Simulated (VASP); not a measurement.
**Input and output of a VASP PBE single-point calculation on GaAs (zincblende)**

INCAR

```
ISMEAR = -1
LELF = .TRUE.
ENCUT = 520
LWAVE = .FALSE.
IBRION = -1
GGA = PE
LASPH = .TRUE.
PREC = Accurate
NELM = 120
NSW = 0
ISIF = 2
LREAL = .FALSE.
LCHARG = .TRUE.
NBANDS = 16
SIGMA = 0.02
EDIFF = 1E-7
```

KPOINTS

```
KPOINTS created by Atomic Simulation Environment
0
Gamma
8 8 8
0 0 0
```

KPOINTS_OPT

```
special points
6
Reciprocal
0.0000000000 0.0000000000 0.0000000000 1
-0.5000000000 -0.5000000000 0.0000000000 1
-0.3750000000 -0.3750000000 0.2500000000 1
-0.3750000000 0.0000000000 0.3750000000 1
0.0000000000 0.0000000000 0.5000000000 1
-0.5000000000 -0.2500000000 0.2500000000 1
```

POSCAR

```
Ga As
 1.0000000000000000
    -0.0000000000000000    2.8330850954523927    2.8330850954523927
     2.8330850954523927    0.0000000000000000    2.8330850954523927
     2.8330850954523927    2.8330850954523927    0.0000000000000000
 Ga  As
   1   1
Cartesian
  0.0000000000000000  0.0000000000000000  0.0000000000000000
  1.4165425477261964  1.4165425477261964  1.4165425477261964
```

VASP ran with the recommended PBE PAW datasets (18 valence electrons in the cell).

Command

```
mpirun -np 1 vasp_std
```

OSZICAR

```
N       E                     dE             d eps       ncg     rms          rms(c)
DAV:   1     0.825976195047E+02    0.82598E+02   -0.89670E+03   936   0.152E+03
DAV:   2    -0.182530373347E+01   -0.84423E+02   -0.80470E+02  1048   0.308E+02
DAV:   3    -0.831610272720E+01   -0.64908E+01   -0.64692E+01  1160   0.666E+01
DAV:   4    -0.841082715956E+01   -0.94724E-01   -0.94712E-01  1120   0.871E+00
DAV:   5    -0.841222666533E+01   -0.13995E-02   -0.13995E-02  1192   0.987E-01    0.288E+00
DAV:   6    -0.827122142036E+01    0.14101E+00   -0.21078E-01  1424   0.787E+00    0.174E+00
DAV:   7    -0.825176025270E+01    0.19461E-01   -0.63115E-02  1168   0.180E+00    0.560E-01
DAV:   8    -0.825259961641E+01   -0.83936E-03   -0.10227E-02  1080   0.114E+00    0.107E-01
DAV:   9    -0.825299927633E+01   -0.39966E-03   -0.94193E-04  1152   0.363E-01    0.507E-02
DAV:  10    -0.825306607069E+01   -0.66794E-04   -0.71484E-05  1184   0.868E-02    0.276E-02
DAV:  11    -0.825311715381E+01   -0.51083E-04   -0.71782E-05  1032   0.638E-02    0.318E-03
DAV:  12    -0.825311742558E+01   -0.27177E-06   -0.12129E-06  1184   0.152E-02    0.144E-03
DAV:  13    -0.825311775616E+01   -0.33058E-06   -0.54581E-07  1112   0.525E-03    0.679E-04
DAV:  14    -0.825311774645E+01    0.97152E-08   -0.93993E-09   912   0.103E-03
   1 F= -.82531177E+01 E0= -.82531177E+01  d E =-.270252E-07
       N       E                     dE             ncg
DAV:   1     0.436916550835E+03   -0.34601E+04      192
DAV:   2    -0.495045828607E+02   -0.48642E+03      224
DAV:   3    -0.871734933705E+02   -0.37669E+02      256
DAV:   4    -0.876992175311E+02   -0.52572E+00      232
DAV:   5    -0.877069332303E+02   -0.77157E-02      264
DAV:   6    -0.877071804285E+02   -0.24720E-03      256
DAV:   7    -0.877071862667E+02   -0.58382E-05      256
DAV:   8    -0.877071865758E+02   -0.30909E-06      208
DAV:   9    -0.877071865952E+02   -0.19376E-07      224
```

From OUTCAR

```
k-points           NKPTS =     29   k-points in BZ     NKDIM =     29   number of bands    NBANDS=     16

   NELECT =      18.0000    total number of electrons

   dimension x,y,z NGX =    30 NGY =   30 NGZ =   30
   dimension x,y,z NGXF=    60 NGYF=   60 NGZF=   60

  energy-cutoff  :      520.00
  volume of cell :       45.48
      direct lattice vectors                 reciprocal lattice vectors
     0.000000000  2.833085095  2.833085095    -0.176486051  0.176486051  0.176486051
     2.833085095  0.000000000  2.833085095     0.176486051 -0.176486051  0.176486051
     2.833085095  2.833085095  0.000000000     0.176486051  0.176486051 -0.176486051

 k-points in reciprocal lattice and weights: KPOINTS created by Atomic Simulation Env
   0.00000000  0.00000000  0.00000000       0.002
   0.12500000  0.00000000  0.00000000       0.016
   0.25000000  0.00000000  0.00000000       0.016
   0.37500000  0.00000000  0.00000000       0.016
   0.50000000  0.00000000  0.00000000       0.008
   0.12500000  0.12500000  0.00000000       0.012
   0.25000000  0.12500000  0.00000000       0.047
   0.37500000  0.12500000  0.00000000       0.047
   ...

 E-fermi :   4.1173

 k-point     1 :       0.0000    0.0000    0.0000
  band No.  band energies     occupation
      1     -10.9262      2.00000
      2     -10.9262      2.00000
      3     -10.9262      2.00000
      4     -10.8487      2.00000
      5     -10.8487      2.00000
      6      -8.8072      2.00000
      7       3.8711      1.99999
      8       3.8711      1.99999
      9       3.8711      1.99999
     10       4.3414      0.00003
     11       7.5976      0.00000
     12       7.5976      0.00000
     13       7.5976      0.00000
     14      11.4377      0.00000
     15      13.9766      0.00000
     16      13.9766      0.00000

 k-point     2 :       0.1250    0.0000    0.0000
  band No.  band energies     occupation
      1     -10.9392      2.00000
      2     -10.9227      2.00000
      3     -10.9227      2.00000
      4     -10.8488      2.00000
      5     -10.8488      2.00000
      6      -8.6264      2.00000
      7       1.9054      2.00000
      8       3.6373      2.00000
      9       3.6373      2.00000
     10       5.4316      0.00000
     11       7.9425      0.00000
     12       7.9425      0.00000
     13       8.0507      0.00000
     14      12.3688      0.00000
     15      13.1287      0.00000
     16      13.1287      0.00000

 k-point     3 :       0.2500    0.0000    0.0000
  band No.  band energies     occupation
      1     -10.9678      2.00000
      2     -10.9152      2.00000
      3     -10.9152      2.00000
      4     -10.8484      2.00000
      5     -10.8484      2.00000
      6      -8.1216      2.00000
      7      -0.2540      2.00000
      8       3.1991      2.00000
      9       3.1991      2.00000
     10       5.2996      0.00000
     11       8.4583      0.00000
     12       8.4583      0.00000
     13       9.7945      0.00000
     14      12.8201      0.00000
     15      12.8876      0.00000
     16      12.8876      0.00000

 k-point     4 :       0.3750    0.0000    0.0000
  band No.  band energies     occupation
      1     -10.9935      2.00000
      2     -10.9092      2.00000
      3     -10.9092      2.00000
      4     -10.8463      2.00000
      5     -10.8463      2.00000
      6      -7.4464      2.00000
      7      -1.9868      2.00000
      8       2.8607      2.00000
      9       2.8607      2.00000
     10       4.9757      0.00000
     11       8.5511      0.00000
     12       8.5511      0.00000
     13      11.4941      0.00000
     14      12.8179      0.00000
     15      14.0423      0.00000
     16      14.0423      0.00000

 k-point     5 :       0.5000    0.0000    0.0000
  band No.  band energies     occupation
      1     -11.0034      2.00000
      2     -10.9073      2.00000
      3     -10.9073      2.00000
      4     -10.8449      2.00000
      5     -10.8449      2.00000
      6      -7.0626      2.00000
      7      -2.7319      2.00000
      8       2.7391      2.00000
      9       2.7391      2.00000
     10       4.8522      0.00000
     11       8.5026      0.00000
     12       8.5026      0.00000
     13      11.6187      0.00000
     14      14.2228      0.00000
     15      15.7069      0.00000
     16      15.7069      0.00000

 k-point     6 :       0.1250    0.1250    0.0000
  band No.  band energies     occupation
      1     -10.9467      2.00000
      2     -10.9195      2.00000
      3     -10.9195      2.00000
      4     -10.8515      2.00000
      5     -10.8468      2.00000
      6      -8.5662      2.00000
      7       1.8721      2.00000
      8       3.2202      2.00000
      9       3.2202      2.00000
     10       6.1904      0.00000
     11       6.9664      0.00000
     12       8.5492      0.00000
     13       8.5492      0.00000
     14      11.8946      0.00000
     15      12.7329      0.00000
     16      14.2275      0.00000

 k-point     7 :       0.2500    0.1250    0.0000
  band No.  band energies     occupation
      1     -10.9694      2.00000
      2     -10.9131      2.00000
      3     -10.9116      2.00000
      4     -10.8538      2.00000
      5     -10.8452      2.00000
      6      -8.1677      2.00000
      7       0.2459      2.00000
      8       2.7121      2.00000
      9       2.7351      2.00000
     10       6.3803      0.00000
     11       7.2923      0.00000
     12       9.2851      0.00000
     13       9.3897      0.00000
     14      11.7200      0.00000
     15      13.9339      0.00000
     16      14.0513      0.00000

 k-point     8 :       0.3750    0.1250    0.0000
  band No.  band energies     occupation
      1     -10.9928      2.00000
      2     -10.9078      2.00000
      3     -10.9049      2.00000
      4     -10.8530      2.00000
      5     -10.8438      2.00000
      6      -7.5323      2.00000
      7      -1.4932      2.00000
      8       2.1164      2.00000
      9       2.4451      2.00000
     10       6.1041      0.00000
     11       8.0247      0.00000
     12       9.4301      0.00000
     13      10.0619      0.00000
     14      13.1402      0.00000
     15      14.0239      0.00000
     16      14.8478      0.00000

 k-point     9 :       0.5000    0.1250    0.0000
  band No.  band energies     occupation
      1     -11.0056      2.00000
      2     -10.9053      2.00000
      3     -10.9026      2.00000
      4     -10.8493      2.00000
      5     -10.8442      2.00000
      6      -6.9893      2.00000
      7      -2.5790      2.00000
      8       1.6887      2.00000
      9       2.4352      2.00000
     10       5.9192      0.00000
     11       8.2052      0.00000
     12       9.1674      0.00000
     13      11.5783      0.00000
     14      13.4582      0.00000
     15      15.1714      0.00000
     16      15.7054      0.00000

 k-point    10 :      -0.3750    0.1250    0.0000
  band No.  band energies     occupation
      1     -11.0020      2.00000
      2     -10.9055      2.00000
      3     -10.9046      2.00000
      4     -10.8476      2.00000
      5     -10.8466      2.00000
      6      -7.1255      2.00000
      7      -2.3274      2.00000
      8       1.5531      2.00000
      9       2.6996      2.00000
     10       5.9506      0.00000
     11       8.4192      0.00000
     12       8.9146      0.00000
     13      11.5926      0.00000
     14      13.5477      0.00000
     15      13.5761      0.00000
     16      15.4435      0.00000

 k-point    11 :      -0.2500    0.1250    0.0000
  band No.  band energies     occupation
      1     -10.9833      2.00000
      2     -10.9108      2.00000
      3     -10.9088      2.00000
      4     -10.8508      2.00000
      5     -10.8464      2.00000
      6      -7.7616      2.00000
      7      -0.9506      2.00000
      8       1.7835      2.00000
      9       3.1563      2.00000
     10       6.1573      0.00000
     11       8.6033      0.00000
     12       8.6081      0.00000
     13       9.9746      0.00000
     14      12.1759      0.00000
     15      13.5963      0.00000
     16      14.9148      0.00000

 k-point    12 :      -0.1250    0.1250    0.0000
  band No.  band energies     occupation
      1     -10.9577      2.00000
      2     -10.9188      2.00000
      3     -10.9154      2.00000
      4     -10.8508      2.00000
      5     -10.8473      2.00000
      6      -8.3367      2.00000
      7       0.7359      2.00000
      8       2.5215      2.00000
      9       3.5939      2.00000
     10       6.1330      0.00000
     11       7.9377      0.00000
     12       8.0697      0.00000
     13       9.2475      0.00000
     14      12.1304      0.00000
     15      13.0855      0.00000
     16      13.5861      0.00000

 ...

  Total        0.8414039      0.8414039      0.8414039     -0.0000000      0.0000000      0.0000000
  in kB       29.6419133     29.6419133     29.6419133     -0.0000000      0.0000000      0.0000000
  external PRESSURE =      29.6419133 kB  Pullay stress =       0.0000000 kB

 POSITION                                       TOTAL-FORCE (eV/Angst)
 -----------------------------------------------------------------------------------
      0.00000      0.00000      0.00000         0.000000      0.000000      0.000000
      1.41654      1.41654      1.41654        -0.000000     -0.000000     -0.000000
 -----------------------------------------------------------------------------------
    total drift:                                0.000002      0.000002      0.000002

  FREE ENERGIE OF THE ION-ELECTRON SYSTEM (eV)
  ---------------------------------------------------
  free  energy   TOTEN  =        -8.2531177464 eV

  energy  without entropy=       -8.2531177194  energy(sigma->0) =       -8.25311773
```

```json
{
 "gap between bands v and c": "0.47 eV",
 "least direct gap": "0.47 eV",
 "pressure": "3.0 GPa"
}
```

Band v is the last that the valence electrons fill when counted band by band, and c is the next.

The run took about 35 s on one core of a shared host (Intel Xeon Platinum 8488C) and held 0.19 GiB at most.
